**Question**

The table compares lattice constants of iridium computed with different density functionals. Some include a correction for dispersion, the weak attraction between fluctuating electron clouds, marked D3(BJ) or D4.

Kohn–Sham DFT lattice constants of fcc iridium from ABINIT 10.8.3 and JDFTx 1.7.0 (patched build), without spin polarization or spin–orbit coupling and with 0.05 eV Fermi–Dirac smearing. Each is the cubic cell edge from a fit to energies at seven volumes. The measured reference is 3.837 Å (synchrotron powder XRD at ambient pressure, pmc:6586894).

| program | functional | how the value is got | potentials or basis | wave cutoff (eV) | k-mesh | computed lattice constant (Å) | computed over measured, less one (%) |
| --- | --- | --- | --- | --- | --- | --- | --- |
| ABINIT 10.8.3 (1) | PBEsol+D3(BJ) | from the rest volume of the fit | JTH PAW PBE v2.0 | 462.6 | 12x12x12 | 3.805 | -0.83 |
| ABINIT 10.8.3 (2) | LDA | from the rest volume of the fit | PseudoDojo NC SR LDA v0.4 stringent | 761.9 | 12x12x12 | 3.807 | -0.78 |
| ABINIT 10.8.3 (3) | PBEsol | from the rest volume of the fit | JTH PAW PBE v2.0 | 462.6 | 12x12x12 | 3.832 | -0.13 |
| ABINIT 10.8.3 (4) | PBE+D4 | from the rest volume of the fit | JTH PAW PBE v2.0 | 435.4 | 12x12x12 | 3.835 | -0.04 |
| ABINIT 10.8.3 (5) | PBE+D3(BJ) | from the rest volume of the fit | JTH PAW PBE v2.0 | 462.6 | 12x12x12 | 3.839 | 0.05 |
| ABINIT 10.8.3 (6) | WC | from the rest volume of the fit | JTH PAW PBE v2.0 | 435.4 | 12x12x12 | 3.841 | 0.11 |
| ABINIT 10.8.3 (7) | PW91+D3(BJ) | from the rest volume of the fit | JTH PAW PBE v2.0 | 462.6 | 12x12x12 | 3.854 | 0.45 |
| JDFTx 1.7.0 (patched build) | PBE | from the rest volume of the fit | PseudoDojo SR PBE 0.5 standard | 925.2 | 12x12x12 | 3.867 | 0.78 |
| ABINIT 10.8.3 (8) | PW91 | from the rest volume of the fit | JTH PAW PBE v2.0 | 435.4 | 12x12x12 | 3.873 | 0.95 |
| ABINIT 10.8.3 (9) | revPBE | from the rest volume of the fit | JTH PAW PBE v2.0 | 462.6 | 12x12x12 | 3.879 | 1.09 |
| ABINIT 10.8.3 (10) | BP86 | from the rest volume of the fit | JTH PAW PBE v2.0 | 462.6 | 12x12x12 | 3.880 | 1.12 |
| ABINIT 10.8.3 (11) | RPBE | from the rest volume of the fit | JTH PAW PBE v2.0 | 462.6 | 12x12x12 | 3.883 | 1.20 |

Three readers explain why the results differ.

- Reader A blames the programs and their potentials.
- Reader B says that the long cells lack dispersion, since PBE with D3(BJ) agrees with experiment.
- Reader C says that the functionals differ in how strongly their exchange energy rewards an uneven electron density.

Decide between them as far as the numbers allow. Estimate the PBE lattice constant from those of other functionals, and state what remains undecided.

**Model answer**

*Reader A: programs and potentials.* The test is to change the functional and hold everything else fixed. PBEsol and RPBE were run in the same program, with the same potentials and the same wave cutoff, yet their lattice constants differ by 0.051 Å. That is about two thirds of the distance from the shortest to the longest cell in the table. The shared potentials were made for PBE, and the program warned that their atomic spheres overlap in this crystal, so part of this difference may come from the potentials. Changing the program is clearly not needed to produce a large spread.

*Reader B: dispersion.* The argument looks strong, because plain PBE lies 0.78 % above the measured value and PBE with D3(BJ) only 0.05 % above it. These two were run in different programs with different potentials, however, so they are not a clean pair. PBEsol provides the control, since it is already close and has little to repair. Adding D3(BJ) takes it from 0.13 % below the measured value to 0.83 % below. The correction shortens the cell whether or not the cell was too long, so the agreement found with PBE does not by itself show that dispersion was the absent ingredient.

This does not show that dispersion is absent from iridium. PBEsol may already imitate part of the attraction, in which case D3(BJ) may count some of it twice. The short-range damping of D3(BJ) is fitted for each functional to limit this, but mainly on molecules. The correction also adds up pairs of atoms and does not treat explicitly how a metal's mobile electrons screen their attraction. The table cannot separate these two possibilities.

*Reader C: exchange.* When a crystal expands, the density thins out where the outer parts of its atoms overlap. What matters to these functionals is the steepness of the density relative to the density itself, measured by the reduced gradient $s\propto|\nabla n|/n^{4/3}$, where $n$ is the electron density. As $n$ falls, $s$ tends to rise, though not midway between two neighbours, where the gradient vanishes by symmetry. A functional whose exchange energy is lowered more at large $s$ therefore gains more from expansion, and its crystal settles at a larger volume. This is the expected mechanism; the runs give energies and do not show where in the crystal the gain arises.

The effect can be expressed as a pressure, taken from how the energy difference between two functionals changes with volume. Relative to PBEsol, RPBE pushes the crystal outwards with about 15 GPa; this is a net figure, because the two also differ in correlation. Adding D3(BJ) to PBEsol pulls it inwards with about 8 GPa. Iridium is very stiff, so even pressures of this size move the lattice constant by only about one per cent.

*The estimate.* Let $F$ be the factor by which a functional enhances the exchange energy of LDA, so that $F-1$ is zero for LDA itself. For PBE,

$$F-1=\frac{\mu s^2}{1+\mu s^2/\kappa},\qquad \mu\approx0.22,\quad \kappa\approx0.80 .$$

Here $\mu$ sets the initial rise and $\kappa$ the ceiling. Take $s=1$ as a trial value, since the table does not fix it; then $F-1=0.22/(1+0.22/0.80)\approx0.17$. WC has a lower value, while revPBE and RPBE have higher ones.

These four functionals share the same correlation part, so exchange is what distinguishes them. A straight line for the lattice constant against $F-1$ was fitted to WC, revPBE and RPBE only, and its slope is 0.78 Å. With $F-1=0.172$ for PBE and 0.138 for WC, starting from the WC lattice constant gives

$$a_{\mathrm{PBE}}\approx 3.841+0.78\,(0.172-0.138)\approx3.868\ \text{Å}.$$

The computed value is 3.867 Å. PBE was not part of the fit, and it was run in another program with other potentials. WC was run at a slightly lower cutoff than revPBE and RPBE, which adds a little uncertainty to the line. The closeness depends somewhat on the choice of $s$: values between 0.4 and 1.5 give 3.863 to 3.872 Å. As far as this interpolation can be trusted, changing program and potentials seems to matter by only several thousandths of an ångström for PBE, which also weakens Reader A's case. The output below gives the line for every row.

*Where the line fails.* For LDA the line gives a cell 0.074 Å too short, and for PBEsol one 0.015 Å too short. Theory suggests why. The gradient part of correlation works against that of exchange and favours a smaller cell. It is built into the three fitted functionals, but it is weaker in PBEsol and absent from LDA, so their computed cells should be longer than the line predicts. The signs agree with this, but the sizes of the two misses depend strongly on the chosen $s$, and no pair of rows changes correlation alone. LDA was also run with other potentials than the fitted functionals.

*Verdict.* Reader C's account agrees with most of the order among the uncorrected functionals. Reader A's effect is small where it can be estimated. Reader B has found a correction that moves PBE the right way, but not a demonstrated cause of its error.

**Remarks on the reasoning**

A good answer looks for a control before it accepts an agreement. For Reader B this is a functional that was nearly right beforehand. An answer that cites only PBE with D3(BJ) has chosen the row that suits the claim. PW91 does not rescue the argument: its cell also moves towards experiment when D3(BJ) is added, but it too began too long.

A good answer also separates a prediction from a fit. A line with two constants must pass close to three points when two of them, revPBE and RPBE, nearly coincide. Its success there carries little weight, whereas the PBE value is a real test. The line should be used to place another functional with the same correlation between WC and RPBE, not to reach LDA.

No marks are given for naming a winner among PBEsol, WC and the two corrected PBE results. All four lie within 0.13 % of the measured value, or about 0.005 Å. The measured crystal is slightly expanded by heat and zero-point motion, which the calculations leave out, and that expansion may be as large as the differences being judged. Spin-orbit coupling is left out too, and its effect on these cells was not tested.

The practical rule is to try a proposed correction on a functional that hardly needs it, as well as on one that does. If it shifts both by a similar amount in the same direction, good agreement in one of them may be a cancellation of errors.

Numerical output:

```
fit of y on 3 rows (has(level, 'WC') | has(level, 'revPBE') | has(level, 'RPBE')): constant 3.733 +/- 0.00081, coefficient of F 0.7796 +/- 0.0047; rms 0.000114, worst ABINIT 10.8.3 (9) -0.000146, leave-one-out rms 0.00153
  rows outside the fit (model, value, miss): ABINIT 10.8.3 (1) 3.817, 3.805, 0.0118; ABINIT 10.8.3 (2) 3.733, 3.807, -0.0736; ABINIT 10.8.3 (3) 3.817, 3.832, -0.0152; ABINIT 10.8.3 (4) 3.868, 3.835, 0.0328; ABINIT 10.8.3 (5) 3.868, 3.839, 0.0288; ABINIT 10.8.3 (7) 3.87, 3.854, 0.0158; JDFTx 1.7.0 (patched build) 3.868, 3.867, 0.000803; ABINIT 10.8.3 (8) 3.87, 3.873, -0.00317; ABINIT 10.8.3 (10) 3.872, 3.88, -0.0078
Line through WC, revPBE and RPBE:
                          row  enhancement less 1  line (Å)  computed (Å)  line less computed (Å)
            ABINIT 10.8.3 (1)               0.107     3.817         3.805                 0.01182
            ABINIT 10.8.3 (2)                   0     3.733         3.807                -0.07362
            ABINIT 10.8.3 (3)               0.107     3.817         3.832                -0.01518
            ABINIT 10.8.3 (4)              0.1724     3.868         3.835                  0.0328
            ABINIT 10.8.3 (5)              0.1724     3.868         3.839                  0.0288
            ABINIT 10.8.3 (6)              0.1381     3.841         3.841               1.482e-05
            ABINIT 10.8.3 (7)               0.175      3.87         3.854                 0.01583
  JDFTx 1.7.0 (patched build)              0.1724     3.868         3.867               0.0008032
            ABINIT 10.8.3 (8)               0.175      3.87         3.873               -0.003174
            ABINIT 10.8.3 (9)              0.1866     3.879         3.879              -0.0001459
           ABINIT 10.8.3 (10)              0.1781     3.872          3.88               -0.007796
           ABINIT 10.8.3 (11)              0.1921     3.883         3.883               0.0001311
PBE interpolated, lowest for reduced gradients 0.4 to 1.5 (Å): 3.863
PBE interpolated, highest for reduced gradients 0.4 to 1.5 (Å): 3.872
RPBE less PBEsol, same program, potentials and cutoff (Å): 0.051
Contraction by D3 in PBEsol (Å): 0.027
Contraction by D3 in PW91, cutoff also changes (Å): 0.019
PBE in JDFTx less PBE+D3 in ABINIT (Å): 0.028
Inward pressure of D3 in PBEsol, mean over the scan (GPa): 8.279
Contraction expected from that pressure (Å): 0.02711
Outward pressure of RPBE against PBEsol, mean over the scan (GPa): 14.91
Expansion expected from that pressure (Å): 0.04882
```
